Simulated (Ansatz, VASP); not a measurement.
**NbSi in VASP and in Ansatz**

Contents of INCAR:

```
PREC = Accurate
ENCUT = 520
EDIFF = 1E-7
ISMEAR = -1
SIGMA = 0.05
LREAL = False
LASPH = True
NELM = 60
ALGO = Normal
ISIF = 2
LWAVE = False
LCHARG = True
GGA = PE
LELF = True
LVHAR = True
NBANDS = 16
```

The input KPOINTS:

```
regular mesh
0
Gamma
  9 9 9
```

Contents of POSCAR:

```
NbSi
1.0
    0.0000000000      2.6077000683      2.6077000683
    2.6077000683      0.0000000000      2.6077000683
    2.6077000683      2.6077000683      0.0000000000
Nb Si
1 1
Direct
    0.0000000000      0.0000000000      0.0000000000
    0.5000000000      0.5000000000      0.5000000000
```

The input input.yaml:

```yaml
crystal:
  lattice:
    - [0.0, 2.6077000683, 2.6077000683]
    - [2.6077000683, 0.0, 2.6077000683]
    - [2.6077000683, 2.6077000683, 0.0]
  atoms:
    - { symbol: Nb, position: [0.0, 0.0, 0.0] }
    - { symbol: Si, position: [0.5, 0.5, 0.5] }
hamiltonian:
  xc: pbe
  pseudopotentials: { kind: paw }
kpoints:
  mp_grid: { grid: [9, 9, 9] }
scf:
  occupations: { method: fermi_dirac, width: 0.05 }
output:
  forces: true
  stress: true
  eigenvalues: true
```

The cell was built by a generator and needn't be a form met in nature.

Alike in both runs: task single point; functional PBE; k mesh 9 × 9 × 9; occupations fermi-dirac, width 0.05 eV; no spin polarisation.

|  | VASP | Ansatz |
| --- | --- | --- |
| version | VASP 6.6.1 | Ansatz 0.2.0 |
| potentials or method | VASP PAW PBE potentials, release 64 (Nb_sv, Si) | Ansatz PAW |
| plane-wave cutoff (eV) | 520 | 420 |
| valence electrons in the cell | 17 | 17 |

Ansatz gave:

| Quantity | Value |
| --- | --- |
| gap on the k mesh at the Fermi level (eV) | none |
| pressure (GPa) | -5.5 |

Question: Estimate VASP's values.

Answer: gap on the k mesh at the Fermi level (eV): none; pressure (GPa): -5.6.

A gap of «none» marks a metal or a gap that the smearing closes.
